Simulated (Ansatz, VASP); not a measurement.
**MgO in VASP and in Ansatz**

File INCAR:

```
ALGO = Normal
EDIFF = 1E-7
EDIFFG = -0.005
ENCUT = 600
GGA = PE
IBRION = 2
ISIF = 3
ISMEAR = 0
LASPH = True
LCHARG = False
LREAL = False
LWAVE = False
NELM = 100
NSW = 100
PREC = Accurate
SIGMA = 0.02
```

The input KPOINTS:

```
k-points
0
Gamma
  10 10 10
```

POSCAR

```
MgO
1.0
    0.0000000000      2.0970013927      2.0970013927
    2.0970013927      0.0000000000      2.0970013927
    2.0970013927      2.0970013927      0.0000000000
Mg O
1 1
Direct
    0.0000000000      0.0000000000      0.0000000000
    0.5000000000      0.5000000000      0.5000000000
```

Input for Ansatz:

```yaml
crystal:
  lattice:
    - [0.0, 2.0970013927, 2.0970013927]
    - [2.0970013927, 0.0, 2.0970013927]
    - [2.0970013927, 2.0970013927, 0.0]
  atoms:
    - { symbol: Mg, position: [0.0, 0.0, 0.0] }
    - { symbol: O, position: [0.5, 0.5, 0.5] }
basis:
  ecutwfc: 420
kpoints:
  mp_grid: { grid: [10, 10, 10] }
hamiltonian:
  xc: pbe
scf:
  occupations: { method: gaussian, width: 0.02 }
output:
  forces: true
  stress: true
  eigenvalues: true
  write_density: true
  write_potential: true
  elf: true
  volumetric_format: npy
relax:
  adjacent_minimum: "off"
  f_tol: 0.005
  max_steps: 80
  cell: { stress_tol: 0.05 }
```

The cell is a database's computed one.

Alike in both runs: task relaxation of cell and atoms; functional PBE; k mesh 10 × 10 × 10; occupations gaussian, width 0.02 eV; no spin polarisation.

```csv
,VASP,Ansatz
version,VASP 6.6.1,Ansatz 0.2.0
potentials or method,"VASP PAW PBE potentials, release 64 (Mg, O)","scalar-relativistic, plane waves, PAW"
plane-wave cutoff (eV),600,420
valence electrons in the cell,8,16
```

|  | VASP | Ansatz | Ansatz less VASP |
| --- | --- | --- | --- |
| gap on the k mesh at the Fermi level, each at its own relaxed structure (eV) | 4.50 | 4.46 | -0.041 |
| relaxed volume (Å³/atom) | 9.56 | 9.62 | +0.058 |
| relaxed cell length with the largest relative difference (Å) | 3.002 | 3.008 | +0.0061 |
| energy change over the relaxation (meV/atom) | -6 | -8 | -2.2 |

The two sets of potentials don't hold the same shells in valence.
